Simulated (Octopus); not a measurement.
CoO, 2 atoms in the cell. The structure is cubic, space group Fm-3m (No. 225). The conventional cell has a = 4.263 Å, b = 4.263 Å, c = 4.263 Å, α = 90.00°, β = 90.00°, γ = 90.00°. Co (site symmetry m-3m) has 6 O at 2.13 Å as nearest neighbours. Around O (site symmetry m-3m) lie 6 Co at 2.13 Å. 

```yaml
Program: Octopus 16.4
Task: electrostatic potential
Functional: BLYP
Potentials_or_basis: pseudodojo_lda (PseudoDojo 0.4, LDA)
Grid_spacing: 0.144 Å
k_mesh: 8 × 8 × 8
Occupations: fermi-dirac, width 0.05 eV
Spin: collinear spin, zero start
Starting_moments: "[0.0, 0.0] μB"
Hubbard_terms: Co d U = 5.3 eV
Eigensolver: chebyshev_filter
k-point_symmetries_used: yes
ConvRelDens: 1e-06
ExtraStates: 8
DerivativesOrder: 8
```

Potentials or basis: pseudodojo_lda (PseudoDojo 0.4, LDA).

The run is started by

```bash
$ OMP_NUM_THREADS=1 python run.py
```

Hardware: 1 thread of Intel(R) Xeon(R) Platinum 8259CL CPU @ 2.50GHz (Skylake/Cascade Lake), on a shared host.

Task: How long does it take, and how much memory?

Result: It took 9.8 min on 1 thread of Intel(R) Xeon(R) Platinum 8259CL CPU @ 2.50GHz (Skylake/Cascade Lake) (shared host), peak memory 0.86 GiB. Counts: scf iterations 25, k points 29, grid 9261, bands 20.
